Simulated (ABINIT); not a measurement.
SnTe:

```xyz
2
Lattice="0.0000 3.1509 3.1509 3.1509 0.0000 3.1509 3.1509 3.1509 0.0000" Properties=species:S:1:pos:R:3 pbc="T T T"
Te    3.1509    3.1509    3.1509
Sn    0.0000    0.0000    0.0000
```

- Program: ABINIT 10.8.3 (patched build)
- Task: phonon dispersion
- Functional: PBE
- Potentials or basis: PseudoDojo NC SR PBE v0.4.1 standard
- Cutoff: 952 eV
- k mesh: 4 × 4 × 4, with 4 shifts
- Occupations: fixed
- Spin: no spin polarisation
- Stop of the response cycle (tolvrs): 1e-08
- q mesh: 2 × 2 × 2
- Acoustic sum rule (asr): 1

Question: Is this structure dynamically stable at this level, and how far does the spectrum reach?

Answer: Yes, as far as this q mesh shows: no mode on the path is imaginary. The highest frequency is 124 cm⁻¹.

Phonon frequencies at the corners of the path (cm⁻¹, interpolated; i marks imaginary ones):
| point | frequencies |
| --- | --- |
| Γ | 0 0 0 31 31 31 |
| X | 33 33 47 83 83 92 |
| W | 61 61 72 87 99 99 |
| K | 53 63 73 92 94 100 |
| L | 82 82 103 103 110 124 |
| U | 53 63 73 92 94 100 |

Phonon states per cell in windows of 10 cm⁻¹ (negative: imaginary):
```
from (cm⁻¹)  total
          0   0.00
         10   0.00
         20   0.01
         30   0.04
         40   0.26
         50   0.54
         60   0.89
         70   1.03
         80   0.77
         90   1.32
        100   0.79
        110   0.34
```

A q mesh this small can miss soft modes between its points.

Caveat: the q mesh is small, so phonon branches between its points and thermal values are rough.
